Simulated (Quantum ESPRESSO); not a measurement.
# PbSe (Clausthalite) (Fm-3m) in Quantum ESPRESSO: reference runs

Reference runs on PbSe (Clausthalite): the cell as given and a disturbed copy.

Program: Quantum ESPRESSO 7.5. These are calculated values, not measurements. Logs are shortened: lines on timing, memory, paths and dates and some standing lists are left out, and cuts for length are marked.

**What was measured.**

A printed reference work, monograph reports, for a bulk crystal of PbSe at 300 K: band gap 0.28 eV (direct).

The runs below are set against these values where they give the same quantity.

## (1) The structure

Symmetry: Fm-3m, No. 225, cubic system. The conventional cell has a = 6.121 Å, b = 6.121 Å, c = 6.121 Å, α = 90.00°, β = 90.00°, γ = 90.00°. Pb (site symmetry m-3m) has 6 Se at 3.06 Å as nearest neighbours. Se (site symmetry m-3m) is surrounded by 6 Pb at 3.06 Å.

## (2) Single point, PBE

Input file pw.in:

```
&CONTROL
  calculation = 'scf'
  prefix = 'pwscf'
  outdir = './tmp'
  pseudo_dir = './pseudo'
  tprnfor = .true.
  tstress = .true.
  disk_io = 'nowf'
/
&SYSTEM
  ibrav = 0
  nat = 2
  ntyp = 2
  ecutwfc = 55
  ecutrho = 440
  nbnd = 16
  occupations = 'smearing'
  smearing = 'fd'
  degauss = 0.00367493
/
&ELECTRONS
  conv_thr = 4d-10
  electron_maxstep = 120
  mixing_beta = 0.5
/
ATOMIC_SPECIES
Pb   207.2000 Pb.pbe-dn-kjpaw_psl.0.2.2.UPF
Se    78.9710 Se_pbe_v1.uspp.F.UPF
CELL_PARAMETERS angstrom
   0.0000000000    3.0606500000    3.0606500000
   3.0606500000    0.0000000000    3.0606500000
   3.0606500000    3.0606500000    0.0000000000
ATOMIC_POSITIONS crystal
Pb     0.0000000000    0.0000000000    0.0000000000
Se     0.5000000000    0.5000000000    0.5000000000
K_POINTS automatic
8 8 8 0 0 0
```

Potentials or basis: SSSP 1.3 efficiency PBE.

The run is started by

```sh
$ OMP_NUM_THREADS=1 pw.x -in pw.in > pw.out
```

pw.out:

```text
This program is part of the open-source Quantum ESPRESSO suite
     for quantum simulation of materials; please cite
         "P. Giannozzi et al., J. Phys.:Condens. Matter 21 395502 (2009);
         "P. Giannozzi et al., J. Phys.:Condens. Matter 29 465901 (2017);
         "P. Giannozzi et al., J. Chem. Phys. 152 154105 (2020);
     in publications or presentations arising from this work. More details at

     file Pb.pbe-dn-kjpaw_psl.0.2.2.UPF: wavefunction(s)  6S renormalized
     Message from routine setup:
     using ibrav=0 with symmetry is DISCOURAGED, use correct ibrav instead

     G-vector sticks info
     --------------------
     sticks:   dense  smooth     PW     G-vecs:    dense   smooth      PW
     Sum        2053    1027    301                60375    21331    3479

     Using Slab Decomposition

     bravais-lattice index     =            0
     lattice parameter (alat)  =       8.1795  a.u.
     unit-cell volume          =     386.9614 (a.u.)^3
     number of atoms/cell      =            2
     number of atomic types    =            2
     number of electrons       =        20.00
     number of Kohn-Sham states=           16
     kinetic-energy cutoff     =      55.0000  Ry
     charge density cutoff     =     440.0000  Ry
     scf convergence threshold =      4.0E-10
     mixing beta               =       0.5000
     number of iterations used =            8  plain     mixing
     Exchange-correlation= SLA  PW   PBE  PBE
                           (   1   4   3   4   0   0   0)

     celldm(1)=   8.179515  celldm(2)=   0.000000  celldm(3)=   0.000000
     celldm(4)=   0.000000  celldm(5)=   0.000000  celldm(6)=   0.000000

     crystal axes: (cart. coord. in units of alat)
               a(1) = (   0.000000   0.707107   0.707107 )
               a(2) = (   0.707107   0.000000   0.707107 )
               a(3) = (   0.707107   0.707107   0.000000 )

     reciprocal axes: (cart. coord. in units 2 pi/alat)
               b(1) = ( -0.707107  0.707107  0.707107 )
               b(2) = (  0.707107 -0.707107  0.707107 )
               b(3) = (  0.707107  0.707107 -0.707107 )

     PseudoPot. # 1 for Pb read from file:
     Pb.pbe-dn-kjpaw_psl.0.2.2.UPF
     Pseudo is Projector augmented-wave + core cor, Zval = 14.0
     Generated using "atomic" code by A. Dal Corso  v.5.0.99 svn rev. 10869
     Shape of augmentation charge: PSQ
     Using radial grid of 1281 points,  6 beta functions with:
                l(1) =   0
                l(2) =   0
                l(3) =   1
                l(4) =   1
                l(5) =   2
                l(6) =   2
     Q(r) pseudized with 0 coefficients

     PseudoPot. # 2 for Se read from file:
     Se_pbe_v1.uspp.F.UPF
     Pseudo is Ultrasoft + core correction, Zval =  6.0
     Generated by new atomic code, or converted to UPF format
     Using radial grid of  877 points,  6 beta functions with:
                l(1) =   0
                l(2) =   0
                l(3) =   1
                l(4) =   1
                l(5) =   2
                l(6) =   2
     Q(r) pseudized with  8 coefficients,  rinner =    1.300   1.300   1.300
                                                       1.300   1.300

     atomic species   valence    mass     pseudopotential
     Pb               14.00   207.20000     Pb( 1.00)
     Se                6.00    78.97100     Se( 1.00)

     48 Sym. Ops., with inversion, found

   Cartesian axes

     site n.     atom                  positions (alat units)
         1        Pb     tau(   1) = (   0.0000000   0.0000000   0.0000000  )
         2        Se     tau(   2) = (   0.7071068   0.7071068   0.7071068  )

     number of k points=    29  Fermi-Dirac smearing, width (Ry)=  0.0037
                       cart. coord. in units 2pi/alat
        k(    1) = (   0.0000000   0.0000000   0.0000000), wk =   0.0039062
        k(    2) = (   0.0883883   0.0883883  -0.0883883), wk =   0.0312500
        k(    3) = (   0.1767767   0.1767767  -0.1767767), wk =   0.0312500
        k(    4) = (   0.2651650   0.2651650  -0.2651650), wk =   0.0312500
        k(    5) = (  -0.3535534  -0.3535534   0.3535534), wk =   0.0156250
        k(    6) = (   0.1767767   0.0000000   0.0000000), wk =   0.0234375
[... 21 lines left out ...]
        k(   28) = (  -0.7071068   0.1767767  -0.0000000), wk =   0.0468750
        k(   29) = (  -0.7071068   0.3535534   0.0000000), wk =   0.0234375

     Dense  grid:    60375 G-vectors     FFT dimensions: (  60,  60,  60)

     Smooth grid:    21331 G-vectors     FFT dimensions: (  40,  40,  40)

     Initial potential from superposition of free atoms

     starting charge      19.9976, renormalised to      20.0000
     Starting wfcs are   13 randomized atomic wfcs +    3 random wfcs

     Self-consistent Calculation

     iteration #  1     ecut=    55.00 Ry     beta= 0.50
     Davidson diagonalization with overlap
     ethr =  1.00E-02,  avg # of iterations =  5.5

     Threshold (ethr) on eigenvalues was too large:
     Diagonalizing with lowered threshold

     Davidson diagonalization with overlap
     ethr =  4.11E-04,  avg # of iterations =  3.9

     total energy              =    -914.21288177 Ry
     estimated scf accuracy    <       0.08020159 Ry

     iteration #  2     ecut=    55.00 Ry     beta= 0.50
     Davidson diagonalization with overlap
     ethr =  4.01E-04,  avg # of iterations =  2.6
[... 50 lines left out ...]
     total energy              =    -914.23967210 Ry
     estimated scf accuracy    <          4.9E-10 Ry

     iteration # 10     ecut=    55.00 Ry     beta= 0.50
     Davidson diagonalization with overlap
     ethr =  2.45E-12,  avg # of iterations =  3.1

     End of self-consistent calculation

          k = 0.0000 0.0000 0.0000 (  2685 PWs)   bands (ev):

    -8.6626  -8.6626  -8.6626  -8.6579  -8.6579  -5.4148   1.8695   6.3127
     6.3127   6.3127  12.8912  12.8912  12.8912  14.7066  14.7066  14.7066

          k = 0.0884 0.0884-0.0884 (  2698 PWs)   bands (ev):

    -8.6628  -8.6628  -8.6620  -8.6564  -8.6564  -5.2964   1.4761   6.3526
     6.3526   6.5859  11.8331  12.2150  12.2150  14.5405  15.0540  15.0540

          k = 0.1768 0.1768-0.1768 (  2665 PWs)   bands (ev):
[... 6 lines left out ...]
    -8.6794  -8.6794  -8.6599  -8.6336  -8.6336  -4.5611  -0.2499   6.6284
     6.6284   7.6915   9.1817  10.2154  10.2154  15.6896  17.2648  17.2648

          k =-0.3536-0.3536 0.3536 (  2638 PWs)   bands (ev):

    -8.6829  -8.6829  -8.6596  -8.6288  -8.6288  -4.3482  -0.6283   6.7129
     6.7129   8.1792   8.4760   9.8779   9.8779  16.7350  18.4353  18.4750

          k = 0.1768 0.0000 0.0000 (  2693 PWs)   bands (ev):

    -8.6680  -8.6653  -8.6564  -8.6564  -8.6551  -5.2552   1.4220   6.0870
     6.0870   7.0914  10.8369  12.7477  12.7477  13.7789  15.7075  15.7075

          k = 0.2652 0.0884-0.0884 (  2662 PWs)   bands (ev):

    -8.6809  -8.6652  -8.6603  -8.6491  -8.6435  -4.9945   0.8420   5.9629
     6.0294   7.3776   9.9334  12.0177  12.2313  13.7995  16.2471  16.6156

          k = 0.3536 0.1768-0.1768 (  2685 PWs)   bands (ev):
[... 11 lines left out ...]
    -8.6895  -8.6782  -8.6566  -8.6341  -8.6334  -4.3729  -0.3666   5.5462
     6.6394   7.6293   9.1190  10.1105  11.5167  15.9470  17.1030  18.0674

          k =-0.0884-0.2652 0.2652 (  2664 PWs)   bands (ev):

    -8.6774  -8.6742  -8.6590  -8.6452  -8.6383  -4.7423   0.2657   5.5243
     6.7932   7.7301   9.3910  10.3067  12.0696  15.1018  15.8237  17.6767

          k = 0.0000-0.1768 0.1768 (  2673 PWs)   bands (ev):

    -8.6669  -8.6663  -8.6617  -8.6556  -8.6470  -5.1067   1.0034   5.8339
     6.6460   7.1775  10.5497  11.1365  12.4567  14.7519  15.1069  16.2041

          k = 0.3536 0.0000 0.0000 (  2682 PWs)   bands (ev):

    -8.7057  -8.6716  -8.6484  -8.6409  -8.6409  -4.8065   0.8011   5.5821
     5.5821   6.5474  10.5811  12.7391  12.9457  12.9457  17.8143  17.9372

          k = 0.4419 0.0884-0.0884 (  2664 PWs)   bands (ev):

    -8.7264  -8.6713  -8.6517  -8.6343  -8.6296  -4.4781   0.4263   5.2561
     5.4557   5.7747  11.3740  12.2876  12.6630  13.3250  18.2329  18.6571

          k =-0.1768-0.5303 0.5303 (  2666 PWs)   bands (ev):

    -8.7312  -8.6634  -8.6595  -8.6342  -8.6250  -4.1762  -0.0343   4.5812
     5.6219   6.0287  11.1049  11.8595  12.6183  14.1158  18.3709  19.0130

          k =-0.0884-0.4419 0.4419 (  2664 PWs)   bands (ev):

    -8.7188  -8.6671  -8.6519  -8.6406  -8.6299  -4.1340  -0.2244   4.3333
     6.0473   6.6230  10.3757  11.0091  12.8514  15.6581  17.0995  17.4490

          k = 0.0000-0.3536 0.3536 (  2650 PWs)   bands (ev):

    -8.6966  -8.6721  -8.6518  -8.6406  -8.6392  -4.3961  -0.0602   4.6674
     6.5718   7.4125   9.5668  10.3571  12.6436  16.2211  16.3242  17.7358

          k = 0.5303-0.0000 0.0000 (  2658 PWs)   bands (ev):

    -8.7592  -8.6780  -8.6416  -8.6248  -8.6248  -4.2488   0.6255   4.3133
     5.1266   5.1266  12.0951  12.8924  13.4815  13.4815  18.8192  18.9380

          k =-0.0884-0.6187 0.6187 (  2666 PWs)   bands (ev):

    -8.7693  -8.6756  -8.6442  -8.6230  -8.6207  -4.0398   0.5043   3.5992
     5.1258   5.2435  12.0603  13.1850  13.3134  13.8544  19.5941  19.7379

          k = 0.0000-0.5303 0.5303 (  2654 PWs)   bands (ev):

    -8.7521  -8.6646  -8.6536  -8.6303  -8.6239  -3.9891   0.1336   3.6031
     5.4565   5.7844  11.5814  12.1912  13.6357  14.0138  18.3813  18.4984

          k =-0.7071 0.0000 0.0000 (  2698 PWs)   bands (ev):

    -8.7851  -8.6807  -8.6389  -8.6180  -8.6180  -3.9789   0.7890   3.1960
     4.9502   4.9502  11.8794  13.7934  13.7934  14.2379  19.5180  19.8306

          k = 0.3536 0.1768 0.0000 (  2673 PWs)   bands (ev):

    -8.6975  -8.6650  -8.6613  -8.6414  -8.6367  -4.6938   0.4221   5.2846
     6.2097   6.9664  10.1224  11.3199  12.4267  14.1592  17.1122  17.7454

          k =-0.2652-0.4419 0.6187 (  2666 PWs)   bands (ev):

    -8.7100  -8.6673  -8.6583  -8.6383  -8.6305  -4.3325  -0.0666   4.9395
     5.6938   7.1458   9.9008  11.3064  12.4021  14.8399  17.6969  18.1962

          k =-0.1768-0.3536 0.5303 (  2660 PWs)   bands (ev):
[... 6 lines left out ...]
    -8.7448  -8.6699  -8.6522  -8.6294  -8.6250  -4.1958   0.2810   4.4483
     4.8027   6.1354  11.5077  12.3867  12.8182  14.1297  18.5792  19.0918

          k =-0.0884-0.4419 0.6187 (  2657 PWs)   bands (ev):

    -8.7449  -8.6612  -8.6568  -8.6376  -8.6214  -4.0163   0.0780   3.9666
     4.6189   6.8226  10.5788  12.6047  13.2429  14.7583  17.0331  19.8669

          k = 0.0000-0.3536 0.5303 (  2668 PWs)   bands (ev):

    -8.7300  -8.6643  -8.6497  -8.6460  -8.6253  -4.0779  -0.0617   4.1464
     4.9513   7.3328   9.8542  12.2060  13.0064  15.9267  16.0092  18.8798

          k =-0.7071 0.1768-0.0000 (  2658 PWs)   bands (ev):

    -8.7686  -8.6719  -8.6470  -8.6276  -8.6179  -3.9644   0.4398   3.4006
     4.6185   5.9451  12.0063  12.3088  13.9116  14.3157  18.3390  19.7956

          k =-0.7071 0.3536 0.0000 (  2656 PWs)   bands (ev):

    -8.7491  -8.6581  -8.6502  -8.6502  -8.6179  -3.9491   0.1561   3.9508
     3.9508   7.3895  10.0670  13.1498  13.1498  15.9176  15.9176  20.0405

     the Fermi energy is     8.3276 ev

!    total energy              =    -914.23967210 Ry
     estimated scf accuracy    <          5.9E-12 Ry
     smearing contrib. (-TS)   =      -0.00002247 Ry
     internal energy E=F+TS    =    -914.23964963 Ry

     The total energy is F=E-TS. E is the sum of the following terms:
     one-electron contribution =     -36.83441710 Ry
     hartree contribution      =      32.88097591 Ry
     xc contribution           =     -74.06470108 Ry
     ewald contribution        =    -107.78080368 Ry
     one-center paw contrib.   =    -728.44070367 Ry

     convergence has been achieved in  10 iterations

     Forces acting on atoms (cartesian axes, Ry/au):

     atom    1 type  1   force =     0.00000000   -0.00000000   -0.00000000
     atom    2 type  2   force =    -0.00000000    0.00000000    0.00000000

     Total force =     0.000000     Total SCF correction =     0.000000

     Computing stress (Cartesian axis) and pressure

          total   stress  (Ry/bohr**3)                   (kbar)     P=       23.51
   0.00015981  -0.00000000   0.00000000           23.51       -0.00        0.00
  -0.00000000   0.00015981   0.00000000           -0.00       23.51        0.00
   0.00000000   0.00000000   0.00015981            0.00        0.00       23.51

=------------------------------------------------------------------------------=
   JOB DONE.
=------------------------------------------------------------------------------=
```

It took 35 s on 1 thread of Arm Neoverse V2, shared host; peak memory 0.26 GiB.

Results:

| Item | Value |
| --- | --- |
| Free energy | -12438.8644 eV |
| Pressure | 2.4 GPa |
| Band gap on the k mesh | 0.30 eV, direct |

Caveat: spin-orbit coupling is left out, which as a rule narrows the gap of such compounds by several tenths of an eV.

(Continued in part 2 of 2.)
